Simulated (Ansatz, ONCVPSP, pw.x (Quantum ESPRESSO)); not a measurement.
Equation-of-state test of one ONCV potential (Al)

ONCVPSP 4.0.1 input, shortened (lines: element, Z, core and valence counts, functional; n l f; lmax; l rc ep ncon nbas qcut; lloc lpopt rc5 dvloc0; l nproj debl; icmod fcfact rcfact), PBE, scalar-relativistic:

```
  Al 13.00    3    2        4      upf
    1    0    2.00
    2    0    2.00
    2    1    6.00
    3    0    2.00
    3    1    1.00
    2
    0    1.90    0.00    3    5    2.90
    1    1.90    0.00    3    7    3.90
    2    1.45    0.09    4    9    7.10
    4    4    1.30    0.00
    0    1    1.00
    1    1    0.80
    2    2    1.40
    1    0.65    0.00
```

Atomic tests: cutoffs needed: 8.2 Ha and 14 Ha (the cutoffs (Ha) at which the residual kinetic energy of the hardest occupied pseudo-wave falls to 1 and 0.1 mHa per electron) The cutoffs count occupied waves only; projector 2 of the d channel, the hardest unoccupied one, needs 21 Ha at the loose tolerance.; ghost test: no bound ghost flagged; no localised positive-energy state flagged; largest excitation error: +25 meV (all-electron minus pseudo) for 3s1 3p0, out of 4 test configurations.

Crystal test: fcc Al in pw.x 7.5, no spin, 14³ k-points, Fermi–Dirac smearing 0.01 Ry, cutoffs 50/200 Ry. The reference is all-electron LAPW (Ansatz 0.2.0) with the same functional, mesh and smearing; V0 and B0 come from Birch–Murnaghan fits to the pressures at five volumes. Errors are pseudo minus all-electron; Δ is the rms difference of the E(V) curves that follow from these fits, minima aligned, over ±6 % about the mean V0. Mesh and smearing are coarse, so the numbers serve the comparison and aren't converged zero-temperature values; the lattice is a test structure that the element need not adopt.

All-electron: a0 = 4.040 Å (V0 = 16.49 Å³/atom), B0 = 76.6 GPa.

Question: How far does the potential miss the all-electron equation of state?

Answer: mean pressure error (GPa): -0.80; a0 (Å): 4.026; a0 error (%): -0.35; B0 error (%): +1.0; Δ (meV/atom): 2.9.

```csv
V (Å³/atom),P all-electron (GPa),P pseudo (GPa)
15.701,4.22,3.26
16.114,1.87,1.00
16.527,-0.17,-0.96
16.940,-1.94,-2.66
17.353,-3.46,-4.12
```

Question: At the middle volume, how do free energy and pressure move when the wave cutoff is lowered (ecutrho kept at four times it)?

Answer:

```tsv
cutoff (Ry)	shift of F (meV/atom)	shift of P (GPa)
22	+20.3	-0.30
30	+3.5	-0.09
40	+0.8	-0.01
```

The run at the middle volume (104 k-points, 6 iterations) took about 6.9 s on one core of a shared host (Intel(R) Xeon(R) Processor @ 2.60GHz, 24 threads, 32 GiB, load 10).
